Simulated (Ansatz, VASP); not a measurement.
# Two plane-wave programs on GaSe4

```
Ga Se
1.0
    -3.23123    3.23123    3.23123
     3.23123   -3.23123    3.23123
     3.23123    3.23123   -3.23123
Ga Se
1 4
Direct
  0.00000 0.00000 0.00000
  0.50000 0.50000 0.50000
  0.00000 0.00000 0.50000
  0.00000 0.50000 0.00000
  0.50000 0.00000 0.00000
```

Alike in both runs: task relaxation of cell and atoms; functional PBE; k mesh 4 × 4 × 4; occupations gaussian, width 0.1 eV; no spin polarisation.

|  | VASP | Ansatz |
| --- | --- | --- |
| version | VASP 6.6.1 | Ansatz 0.2.0 |
| potentials or method | VASP PAW PBE potentials, release 64 (Ga_d, Se) | scalar-relativistic, plane waves, PAW |
| plane-wave cutoff (eV) | 600 | 420 |
| valence electrons in the cell | 37 | 77 |

VASP gave:

```
gap on the k mesh at the Fermi level, each at its own relaxed structure (eV) : none
relaxed volume (Å³/atom)                                                     : 23.98
relaxed cell length with the largest relative difference (Å)                 : 5.380
energy change over the relaxation (meV/atom)                                 : -54
```

Task: What did Ansatz give for the same quantities?

Result: gap on the k mesh at the Fermi level, each at its own relaxed structure (eV): none; relaxed volume (Å³/atom): 24.11; relaxed cell length with the largest relative difference (Å): 5.390; energy change over the relaxation (meV/atom): -54.

A gap of «none» marks a metal or a gap that the smearing closes. The two sets of potentials don't hold the same shells in valence.
